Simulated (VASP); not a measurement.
# Tl (Im-3m) in VASP: further runs

One slab, Tl, is run at these levels: PBEsol; tasks: single point.

All numbers are computed with VASP 6.6.1; they aren't measurements. Logs are shortened: lines on timing, memory, paths and dates and some standing lists are left out, and cuts for length are marked.

## 1. The structure

Symmetry: Im-3m, No. 229, cubic system. Conventional cell: a = 3.851 Å, b = 3.851 Å, c = 3.851 Å, α = 90.00°, β = 90.00°, γ = 90.00°. Tl (site symmetry m-3m) has 8 Tl at 3.33 Å as nearest neighbours.

This isn't the form of Tl at room conditions, which is hcp.

## 2. Single point, PBEsol (clean slab, lower half held)

INCAR reads:

```
SYSTEM = Tl
  PREC = Accurate
  ENCUT = 520
  EDIFF = 1E-6
  ISMEAR = 0
  SIGMA = 0.1
  LREAL = .FALSE.
  LASPH = .TRUE.
  NELM = 100
  ALGO = Fast
  ISIF = 2
  LWAVE = .FALSE.
  LCHARG = .FALSE.
  LDIPOL = .TRUE.
  IDIPOL = 3
  DIPOL = 0.5 0.5 0.498
  GGA = PS
  NBANDS = 34
```

KPOINTS reads:

```
Automatic mesh
0
G
  8 8 1
  0 0 0
```

POSCAR reads:

```
Tl
1.0
    3.8507104429      0.0000000000      0.0000000000
    0.0000000000      3.8507104429      0.0000000000
    0.0000000000      0.0000000000     22.7760656643
Tl
4
Direct
    0.5000000000      0.5000000000      0.3731987836
    0.0000000000      0.0000000000      0.4577329279
    0.5000000000      0.5000000000      0.5418193802
    0.0000000000      0.0000000000      0.6204227135
```

Potentials or basis: VASP PAW PBE potentials, release 64 (Tl_d).

Launch:

```console
$ cat potpaw_PBE.64/Tl_d/POTCAR > POTCAR
$ mpirun -np 1 vasp_std > vasp.out
```

OUTCAR:

```text
SYSTEM = Tl
   PREC = Accurate
   ENCUT = 520
   EDIFF = 1E-6
   ISMEAR = 0
   LREAL = .FALSE.
   LASPH = .TRUE.
   NELM = 100
   ISIF = 2
   GGA = PS

 ion  position               nearest neighbor table
   1  0.500  0.500  0.373-   2 3.33   2 3.33   2 3.33   2 3.33   3 3.84
   2  0.000  0.000  0.458-   3 3.33   3 3.33   3 3.33   3 3.33   1 3.33   1 3.33   1 3.33   1 3.33
                             4 3.71
   3  0.500  0.500  0.542-   4 3.26   4 3.26   4 3.26   4 3.26   2 3.33   2 3.33   2 3.33   2 3.33
                             1 3.84
   4  0.000  0.000  0.620-   3 3.26   3 3.26   3 3.26   3 3.26   2 3.71

  LATTYP: Found a simple tetragonal cell.
 ALAT       =     3.8507104429
 C/A-ratio  =     5.9147697554

  Lattice vectors:

 A1 = (   3.8507104429,   0.0000000000,   0.0000000000)
 A2 = (   0.0000000000,   3.8507104429,   0.0000000000)
 A3 = (   0.0000000000,   0.0000000000,  22.7760656643)

Analysis of symmetry for initial positions (statically):
=====================================================================
 Subroutine PRICEL returns:
 Original cell was already a primitive cell.

 Routine SETGRP: Setting up the symmetry group for a
 simple tetragonal supercell.

 Subroutine GETGRP returns: Found  8 space group operations
 (whereof  8 operations were pure point group operations)
 out of a pool of 16 trial point group operations.

The static configuration has the point symmetry C_4v.

Analysis of symmetry for dynamics (positions and initial velocities):
=====================================================================
 Subroutine PRICEL returns:
 Original cell was already a primitive cell.

 Routine SETGRP: Setting up the symmetry group for a
 simple tetragonal supercell.

 Subroutine GETGRP returns: Found  8 space group operations
 (whereof  8 operations were pure point group operations)
 out of a pool of 16 trial point group operations.

The dynamic configuration has the point symmetry C_4v.

 Subroutine INISYM returns: Found  8 space group operations
 (whereof  8 operations are pure point group operations),
 and found     1 'primitive' translations

----------------------------------------------------------------------------------------

                                     Primitive cell

  volume of cell :     337.7228

  direct lattice vectors                    reciprocal lattice vectors
     3.850710443  0.000000000  0.000000000     0.259692339  0.000000000  0.000000000
     0.000000000  3.850710443  0.000000000     0.000000000  0.259692339  0.000000000
     0.000000000  0.000000000 22.776065664     0.000000000  0.000000000  0.043905739

  length of vectors
     3.850710443  3.850710443 22.776065664     0.259692339  0.259692339  0.043905739

  position of ions in fractional coordinates (direct lattice)
     0.500000000  0.500000000  0.373198784
     0.000000000  0.000000000  0.457732928
     0.500000000  0.500000000  0.541819380
     0.000000000  0.000000000  0.620422713

  ion indices of the primitive-cell ions
   primitive index   ion index
                 1           1
                 2           2
                 3           3
                 4           4

----------------------------------------------------------------------------------------

 KPOINTS: Automatic mesh

Automatic generation of k-mesh.
 Grid dimensions read from file:
 generate k-points for:    8    8    1

 Generating k-lattice:

  Cartesian coordinates                     Fractional coordinates (reciprocal lattice)
     0.032461542  0.000000000  0.000000000     0.125000000  0.000000000  0.000000000
     0.000000000  0.032461542  0.000000000     0.000000000  0.125000000  0.000000000
     0.000000000  0.000000000  0.043905739     0.000000000  0.000000000  1.000000000

  Length of vectors
     0.032461542  0.032461542  0.043905739

  Shift w.r.t. Gamma in fractional coordinates (k-lattice)
     0.000000000  0.000000000  0.000000000

 Subroutine IBZKPT returns following result:
 ===========================================

 Found     15 irreducible k-points:

 Following reciprocal coordinates:
            Coordinates               Weight
  0.000000  0.000000  0.000000      1.000000
  0.125000  0.000000  0.000000      4.000000
  0.250000  0.000000  0.000000      4.000000
  0.375000  0.000000  0.000000      4.000000
  0.500000  0.000000  0.000000      2.000000
  0.125000  0.125000  0.000000      4.000000
  0.250000  0.125000  0.000000      8.000000
  0.375000  0.125000  0.000000      8.000000
  0.500000  0.125000  0.000000      4.000000
  0.250000  0.250000  0.000000      4.000000
  0.375000  0.250000  0.000000      8.000000
  0.500000  0.250000  0.000000      4.000000
  0.375000  0.375000  0.000000      4.000000
  0.500000  0.375000  0.000000      4.000000
  0.500000  0.500000  0.000000      1.000000
   k-points           NKPTS =     15   k-points in BZ     NKDIM =     15   number of bands    NBANDS=     34
   number of dos      NEDOS =    301   number of ions     NIONS =      4
   total plane-waves  NPLWV = 162000
   dimension x,y,z NGX =    30 NGY =   30 NGZ =  180
   dimension x,y,z NGXF=    60 NGYF=   60 NGZF=  360
   ions per type =               4
   NGX,Y,Z   is equivalent  to a cutoff of  12.95, 12.95, 13.14 a.u.
   NGXF,Y,Z  is equivalent  to a cutoff of  25.90, 25.90, 26.28 a.u.
 SYSTEM =  Tl
   PREC   = accura    normal or accurate (medium, high low for compatibility)
   ISTART =      0    job   : 0-new  1-cont  2-samecut
   ICHARG =      2    charge: 1-file 2-atom 10-const
   ISPIN  =      1    spin polarized calculation?
   LNONCOLLINEAR =      F non collinear calculations
   LSORBIT =      F    spin-orbit coupling
   LASPH  =      T    aspherical Exc in radial PAW
   ENCUT  =  520.0 eV  38.22 Ry    6.18 a.u.   7.16  7.16 42.35*2*pi/ulx,y,z
   NELM   =    100;   NELMIN=  2; NELMDL= -5     # of ELM steps
   EDIFF  = 0.1E-05   stopping-criterion for ELM
   LREAL  =      F    real-space projection
   EDIFFG = 0.1E-04   stopping-criterion for IOM
   NSW    =      0    number of steps for IOM
   IBRION =     -1    ionic relax: 0-MD 1-quasi-New 2-CG
   NFREE  =      0    steps in history (QN), initial steepest desc. (CG)
   ISIF   =      2    stress and relaxation
   ISYM   =      2    0-nonsym 1-usesym 2-fastsym
   POTIM  = 0.5000    time-step for ionic-motion
   TEBEG  =    0.0;   TEEND  =   0.0 temperature during run
   PSTRESS=    0.0 pullay stress
   NELECT =      52.0000    total number of electrons
   NUPDOWN=      -1.0000    fix difference up-down
   EMIN   =  10.00;   EMAX   =-10.00  energy-range for DOS
   EFERMI =   0.00;   METHOD = LEGACY
   ISMEAR =     0;   SIGMA  =   0.10  broadening in eV -4-tet -1-fermi 0-gaus
   EFERMI_NEDOS =   21; number of points for ismear=-14 and -15
   IALGO  =     68    algorithm
   IMIX   =      4    mixing-type and parameters
     AMIX     =   0.40;   BMIX     =  1.00
     AMIX_MAG =   1.60;   BMIX_MAG =  1.00
  volume/ion in A,a.u.               =      84.43       569.77
  Fermi-wavevector in a.u.,A,eV,Ry     =   0.877450  1.658140 10.475382  0.769919
  Thomas-Fermi vector in A             =   1.997400
   LORBIT       =      0    0 simple, 1 ext, 2 COOP (PROOUT), +10 PAW based schemes
   GGA     = PS    functional components
   LHFCALC =     F    Hartree Fock is set to
   AEXX    =    0.0000 exact exchange contribution
   IVDW    =     0    specifies the selected vdW correction
   LEPSILON=     F    determine dielectric tensor
   LRPA    =     F    only Hartree local field effects (RPA)
 non-spin polarized calculation
 RMM-DIIS sequential band-by-band and
 Gauss-broadening in eV      SIGMA  =   0.10
  energy-cutoff  :      520.00
  volume of cell :      337.72
 maximum number of plane-waves:      9128
 NGX is ok and might be reduce to    30
   NGX = 15   NGY = 15   NGZ = 85

 dipolmoment           0.000000      0.000000     -0.040268 electrons x Angstroem

 number of electron      51.9999993 magnetization

 dipolmoment           0.000000      0.000000      0.007526 electrons x Angstroem

 Free energy of the ion-electron system (eV)
  ---------------------------------------------------
  ext. energy  EPLUGINS =         0.00000000
  ---------------------------------------------------
  free energy    TOTEN  =        -9.71218107 eV

  energy without entropy =       -9.69508649  energy(sigma->0) =       -9.70363378

 E-fermi :  -0.1960     XC(G=0):  -4.1706

 val. band max:       -0.2617803500   @ k =   0.3750   0.3750   0.0000
 cond. band min:      -0.1857190391   @ k =   0.3750   0.2500   0.0000
 fundamental gap:      0.0760613109
 Fermi energy:        -0.1959506596

 k-point     1 :       0.0000    0.0000    0.0000
  band No.  band energies     occupation
      1     -11.9722      2.00000
      2     -11.9315      2.00000
      3     -11.8189      2.00000
      4     -11.7715      2.00000
      5     -11.7663      2.00000
      6     -11.7663      2.00000
[... 26 lines left out ...]
     33       3.5432      0.00000
     34       4.5641      0.00000

 k-point     2 :       0.1250    0.0000    0.0000
  band No.  band energies     occupation
      1     -11.9439      2.00000
      2     -11.9008      2.00000
      3     -11.8199      2.00000
      4     -11.8113      2.00000
      5     -11.7850      2.00000
      6     -11.7670      2.00000
[... 26 lines left out ...]
     33       4.2945      0.00000
     34       4.4243      0.00000

 k-point     3 :       0.2500    0.0000    0.0000
  band No.  band energies     occupation
      1     -11.9085      2.00000
      2     -11.8732      2.00000
      3     -11.8459      2.00000
      4     -11.8425      2.00000
      5     -11.7952      2.00000
      6     -11.7849      2.00000
[... 26 lines left out ...]
     33       4.4766      0.00000
     34       4.5574      0.00000
[... 371 lines left out ...]
 k-point    14 :       0.5000    0.3750    0.0000
  band No.  band energies     occupation
      1     -11.9302      2.00000
      2     -11.9298      2.00000
      3     -11.9069      2.00000
      4     -11.8683      2.00000
      5     -11.7965      2.00000
      6     -11.7948      2.00000
[... 26 lines left out ...]
     33       3.6510      0.00000
     34       3.7738      0.00000

 k-point    15 :       0.5000    0.5000    0.0000
  band No.  band energies     occupation
      1     -11.9385      2.00000
      2     -11.9385      2.00000
      3     -11.8990      2.00000
      4     -11.8611      2.00000
      5     -11.8118      2.00000
      6     -11.8118      2.00000
[... 26 lines left out ...]
     33       3.6634      0.00000
     34       3.8240      0.00000

------------------------ aborting loop because EDIFF is reached ----------------------------------------

 vacuum level on the upper side and lower side of the slab       (xc-potential included)        -0.081        -0.170

  FORCE on cell =-STRESS in cart. coord.  units (eV):
  Direction    XX          YY          ZZ          XY          YZ          ZX
  --------------------------------------------------------------------------------------
  -------------------------------------------------------------------------------------
  Total       -1.1393101     -1.1393101     -0.4189456      0.0000000      0.0000000      0.0000000
  in kB       -5.4049552     -5.4049552     -1.9875028      0.0000000      0.0000000      0.0000000
  external PRESSURE =      -4.2658044 kB  Pullay stress =       0.0000000 kB

 VOLUME and BASIS-vectors are now :
 -----------------------------------------------------------------------------
  energy-cutoff  :      520.00
  volume of cell :      337.72
      direct lattice vectors                 reciprocal lattice vectors
     3.850710443  0.000000000  0.000000000     0.259692339  0.000000000  0.000000000
     0.000000000  3.850710443  0.000000000     0.000000000  0.259692339  0.000000000
     0.000000000  0.000000000 22.776065664     0.000000000  0.000000000  0.043905739

 POSITION                                       TOTAL-FORCE (eV/Angst)
 -----------------------------------------------------------------------------------
      1.92536      1.92536      8.50000         0.000000     -0.000000      0.207794
      0.00000      0.00000     10.42536         0.000000      0.000000     -0.221896
      1.92536      1.92536     12.34051         0.000000     -0.000000      0.003919
      0.00000      0.00000     14.13079        -0.000000      0.000000      0.010182
 -----------------------------------------------------------------------------------
    total drift:                                0.000000      0.000000     -0.000207

  FREE ENERGIE OF THE ION-ELECTRON SYSTEM (eV)
  ---------------------------------------------------
  free  energy   TOTEN  =        -9.7121810686 eV

  energy  without entropy=       -9.6950864887  energy(sigma->0) =       -9.70363378

 vacuum level on the upper side and lower side of the slab         3.360         3.269
```

Wall time 3 min (1 thread of Intel Xeon 6975P-C (Granite Rapids), shared host); peak memory 0.46 GiB.

Results:

```yaml
Free_energy: -9.7122 eV
Largest_force: 0.222 eV/Å
Band_gap_on_the_k_mesh: none (metal or under the smearing width)
```

Forces in eV/Å, atoms in the order of the input:
```
Tl   0.000  0.000  0.208
Tl   0.000  0.000 -0.222
Tl   0.000  0.000  0.004
Tl   0.000  0.000  0.010
```

Caveat: the PAW data sets were made with another functional, which shifts forces and pressure a little.

(Part 1 of 2 ends here.)
